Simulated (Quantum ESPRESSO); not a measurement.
## Ag2O under changes of volume

One of the cells (17.503 Å³/atom); the others are scaled copies at fixed shape and fractional positions:

```xyz
6
Lattice="4.7180 0.0000 0.0000 0.0000 4.7180 0.0000 0.0000 0.0000 4.7180" Properties=species:S:1:pos:R:3 pbc="T T T"
Ag    3.5385    1.1795    3.5385
Ag    3.5385    3.5385    1.1795
Ag    1.1795    3.5385    3.5385
Ag    1.1795    1.1795    1.1795
O     2.3590    2.3590    2.3590
O     0.0000    0.0000    0.0000
```

* Program: Quantum ESPRESSO 7.5
* Functional: PBEsol
* Potentials or basis: GBRV 1.5 PBEsol
* Cutoff: 762 eV
* Density cutoff: 6095 eV
* k mesh: 6 × 6 × 6
* Occupations: fermi-dirac, width 0.05 eV
* Spin: no spin polarisation

```tsv
volume (Å³/atom)	energy over the lowest point (meV/atom)	pressure (GPa)
16.453	?	?
16.803	8.24	3.5
17.153	1.98	1.4
17.503	0.00	-0.4
17.853	1.87	-2.1
18.204	7.07	-3.5
18.554	15.30	-4.8
```

Task: What does the run at 16.453 Å³/atom give?

Result: Energy over the lowest point 19.42 meV/atom; pressure 5.9 GPa.

Worked out: A Birch-Murnaghan fit of order 3 (a polynomial in V^(-2/3)) to the other rows has its minimum at 17.50 Å³/atom with B0 = V·E''(V) = 87 GPa and B' = 5.0. It gives 19.35 meV/atom at 16.453 Å³/atom, against the run's 19.42, and -dE/dV = 6.3 GPa, against 5.9.

Energies are extrapolated to zero smearing.
